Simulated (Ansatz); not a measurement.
An Ansatz input:

```yaml
crystal:
  lattice:
    - [0.0, 2.136497901, 2.136497901]
    - [2.136497901, 0.0, 2.136497901]
    - [2.136497901, 2.136497901, 0.0]
  atoms:
    - { symbol: Ga, position: [0.0, 0.0, 0.0] }
hamiltonian:
  xc: revpbe
  pseudopotentials:
    kind: paw
    azcp:
      Ga: "pseudopotentials/Ga.paw.azcp"
basis:
  ecutwfc: 420
  fft_grid_basis: typed
kpoints:
  mp_grid: { grid: [14, 14, 14], shift: [0, 0, 0] }
magnetization:
  spin_polarized: false
scf:
  occupations: { method: fermi_dirac, width: 0.1 }
  lower_state_search: "off"
output:
  stress: true
  write_density: true
  write_potential: true
  elf: true
  volumetric_format: npy
```

Terminal output

```
Engine: ansatz 0.2.0, aarch64-unknown-linux-gnu
Pseudopotentials: kind: paw
Pseudopotential: Ga, paw, valence charge 13, recommended cutoff 420 eV (normal) 
Functional definition: revPBE
  parameter kappa = 1.245
  parameter beta = 0.06672455060314922
  exchange = pbe_x(kappa = kappa, mu = beta*pi^2/3)
  correlation = pbe_c(beta = beta)
Crystal: 1 atoms, lattice volume = 19.505 Å³
Basis set: ecut = 420 eV, 339 PW (Γ)
Bands: 11, of which v1, the nominal top of the filled ones, is band 7 counted from 1 (6 counted from 0)
Symmetry: 48 space group operations
Space group: Fm-3m (ITA 225), of the structure as read, at distance tolerance 2.7e-5 Å
k-points: 104 of 2744
Non-local potential: Ga, projectors of the file, l = 0: 2, l = 1: 2, l = 2: 3, l = 3: 1
PAW form: soft (Blöchl's): semilocal exchange-correlation on the pseudo side does not see the compensation charge
PAW frozen core: Ga, regenerated for the run's functional, and the local potential with it (the file was generated under x = pbe(κ = 0.804, μ = 0.2195149727645171), c = pbe(β = 0.06672455060314922))
PAW one-centre angular grid: Ga, 590 points (default); XC on 64 Gauss nodes
Initial density: superposition of atomic densities (neutral atoms: chi_scale 0, normalization atom), corrected by the library's trained network
Initial wavefunctions: pseudopotential atomic-orbital guess
Functional: x = revpbe(κ = 1.245, μ = 0.2195149727645171), c = pbe(β = 0.06672455060314922)
SCF iter   1: F=—  HF=-3786.986153 eV  |F-HF|=—  |Δ(HF+E_count)|=         —  Δρ=4.13e-3  dr2=1.10e-3  ethr=1.77e-3  ⟨swp⟩=5.0  Hψ=6793  notcnv=0
SCF iter   2: F=—  HF=-3786.985820 eV  |F-HF|=—  |Δ(HF+E_count)|=   3.33e-4  Δρ=1.77e-3  dr2=3.32e-4  ethr=8.48e-6  ⟨swp⟩=2.1  Hψ=2480  notcnv=0
SCF iter   3: F=—  HF=-3786.985809 eV  |F-HF|=—  |Δ(HF+E_count)|=   1.10e-5  Δρ=9.59e-4  dr2=6.52e-5  ethr=2.55e-6  ⟨swp⟩=2.2  Hψ=1782  notcnv=0
SCF iter   4: F=—  HF=-3786.985799 eV  |F-HF|=—  |Δ(HF+E_count)|=   9.94e-6  Δρ=5.00e-5  dr2=2.20e-7  ethr=5.02e-7  ⟨swp⟩=2.5  Hψ=1803  notcnv=0
iter 5 did not close the SCF: its close was put off for the readings that it lacked (scf_convergence_deferred on its scf_iter line)
SCF iter   5: F=-3786.985799 eV  HF=-3786.985799 eV  |F-HF|=1.12e-8  |Δ(HF+E_count)|=   3.64e-7  Δρ=1.12e-5  dr2=1.32e-8  ethr=1.69e-9  ⟨swp⟩=2.5  Hψ=1732  notcnv=0
SCF iter   6: F=-3786.985799 eV  HF=-3786.985799 eV  |F-HF|=9.30e-10  |Δ(HF+E_count)|=   2.28e-9  Δρ=2.26e-6  dr2=6.07e-10  ethr=1.01e-10  ⟨swp⟩=4.7  Hψ=5742  notcnv=0
SCF 1 converged in 6 iterations: F = -3786.985799 eV  dr2 = 6.07e-10
SCF converged after 6 iterations
Free energy (F): -3786.985799 eV
Harris-Foulkes:  -3786.985799 eV  (|F-HF|=9.30e-10)
Internal energy: -3786.971895 eV  (E = F + TS)
E sigma→0 (E₀):  -3786.978847 eV
Entropy (-TS):   -0.013904 eV (-13.904 meV/atom)
Fermi energy:    9.432952 eV
--- Per-component energies (eV) ---
  E_band       = -39.035727
  E_kinetic    = 114.030631
  E_local      = -1805.018826  (includes V_loc(G=0)·N_el)
  E_nonlocal   = 422.182681
  E_hartree    = 846.237958
  E_xc         = -69.147450
  E_vxc        = -57.615129  (∫ρ·V_xc dr)
  E_paw        = -1989.590926  (= ΣΔE_a)
  E_vpaw       = -405.089441  (= ΣTr[D̂ρ^β])
  E_aug_tail   = -0.000113  (compensation charges beyond the density's cutoff)
  E_ewald      = -1305.576481
  E_core_change = -0.089369  (= ΣΔE_core)
  E_smearing   = -0.013904  (= −TS)
  E_closure    = 0.000000  (closes the sum)
  Σ components = -3786.985799   (vs F -3786.985799, Δ=0.00e0)
--- Stress (GPa, compression-positive) ---
       -0.191731       0.000000       0.000000
       -0.000000      -0.191731       0.000000
       -0.000000      -0.000000      -0.191731
  P = ⅓ Tr σ = -0.1917 GPa (-1.917 kbar)
--- Band table (eV; the first three rows and the last of 104) ---
  k-point 0: bands = ["-5.4859", "-5.4859", "-5.4859", "-5.3759", "-5.3759", "-1.4071", "21.2874", "21.2874", "21.2874", "24.9666", "24.9875"]
  k-point 1: bands = ["-5.4874", "-5.4803", "-5.4803", "-5.3767", "-5.3767", "-1.2793", "19.7491", "21.0212", "21.0212", "23.9005", "25.4245"]
  k-point 2: bands = ["-5.4929", "-5.4675", "-5.4675", "-5.3759", "-5.3759", "-0.8938", "17.0151", "20.4761", "20.4761", "23.5117", "26.3185"]
  k-point 103: bands = ["-5.5140", "-5.5009", "-5.4171", "-5.3450", "-5.2563", "7.7475", "8.6401", "9.8967", "10.9783", "24.0513", "24.6049"]
```
